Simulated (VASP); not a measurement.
Here is a VASP 6.6.1 calculation.

Contents of INCAR:

```
SYSTEM = AlRu
PREC = Accurate
ENCUT = 600
EDIFF = 1E-6
ISMEAR = -1
SIGMA = 0.05
LREAL = .FALSE.
LASPH = .TRUE.
NELM = 100
ALGO = Fast
ISIF = 3
LWAVE = .FALSE.
LCHARG = .FALSE.
GGA = CA
IBRION = 2
NSW = 40
EDIFFG = -0.02
```

The input KPOINTS:

```
regular mesh
0
G
  9 9 9
  0 0 0
```

POSCAR

```
AlRu
1.0
    2.9916000000      0.0000000000      0.0000000000
    0.0000000000      2.9916000000      0.0000000000
    0.0000000000      0.0000000000      2.9916000000
Ru Al
1 1
Direct
    0.5000000000      0.5000000000      0.5000000000
    0.0000000000      0.0000000000      0.0000000000
```

Potentials or basis: VASP PAW LDA potentials, release 64 (Ru_pv, Al).

Run with:

```bash
$ cat potpaw_LDA.64/Ru_pv/POTCAR potpaw_LDA.64/Al/POTCAR > POTCAR
$ mpirun -np 1 vasp_std > vasp.out
```

(1) Estimate the band gap on the k mesh.

(2) What does it give for the relaxed cell?

(3) What does it give for the relaxed volume?

(4) Estimate the space group after relaxing (to 0.05 Å).

Results:

(1) none (metal or under the smearing width).

(2) a = 2.956 Å, b = 2.956 Å, c = 2.956 Å, α = 90.00°, β = 90.00°, γ = 90.00°.

(3) 12.91 Å³/atom.

(4) Pm-3m (No. 221).
